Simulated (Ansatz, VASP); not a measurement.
Ag: VASP beside Ansatz

Contents of INCAR:

```
SYSTEM = Ag
PREC = Accurate ; ENCUT = 600
EDIFF = 1E-6 ; ISMEAR = -1
SIGMA = 0.05 ; LREAL = .FALSE.
LASPH = .TRUE. ; NELM = 80
ALGO = Normal ; ISIF = 3
LWAVE = .FALSE. ; LCHARG = .FALSE.
GGA = PE ; IBRION = 2
NSW = 60 ; EDIFFG = -0.005
```

Contents of KPOINTS:

```
regular mesh
0
G
  18 18 18
  0 0 0
```

File POSCAR:

```
Ag
1.0
   -1.6456881604      1.6456881604      1.6456881604
    1.6456881604     -1.6456881604      1.6456881604
    1.6456881604      1.6456881604     -1.6456881604
Ag
1
Direct
    0.0000000000      0.0000000000      0.0000000000
```

Input for Ansatz:

```yaml
crystal:
  lattice:
    - [-1.6456881604, 1.6456881604, 1.6456881604]
    - [1.6456881604, -1.6456881604, 1.6456881604]
    - [1.6456881604, 1.6456881604, -1.6456881604]
  atoms:
    - { symbol: Ag, position: [0.0, 0.0, 0.0] }
kpoints:
  mp_grid: { grid: [18, 18, 18] }
scf:
  occupations: { method: fermi_dirac, width: 0.05 }
hamiltonian:
  xc: pbe
  pseudopotentials: { kind: paw }
output:
  forces: true
  stress: true
relax:
  f_tol: 0.005
  max_steps: 40
  cell: {}
```

Alike in both runs: task relaxation of cell and atoms; functional PBE; k mesh 18 × 18 × 18; occupations fermi-dirac, width 0.05 eV; no spin polarisation.

```csv
,VASP,Ansatz
version,VASP 6.6.1,Ansatz 0.2.0
potentials or method,"VASP PAW PBE potentials, release 64 (Ag)","PAW with Ansatz's default frozen-core files, scalar-relativistic"
plane-wave cutoff (eV),600,420
valence electrons in the cell,11,19
```

|  | VASP | Ansatz | Ansatz less VASP |
| --- | --- | --- | --- |
| relaxed volume (Å³/atom) | 17.99 | 18.02 | +0.032 |
| relaxed cell length with the largest relative difference (Å) | 2.859 | 2.861 | +0.0017 |

The two sets of potentials don't hold the same shells in valence.
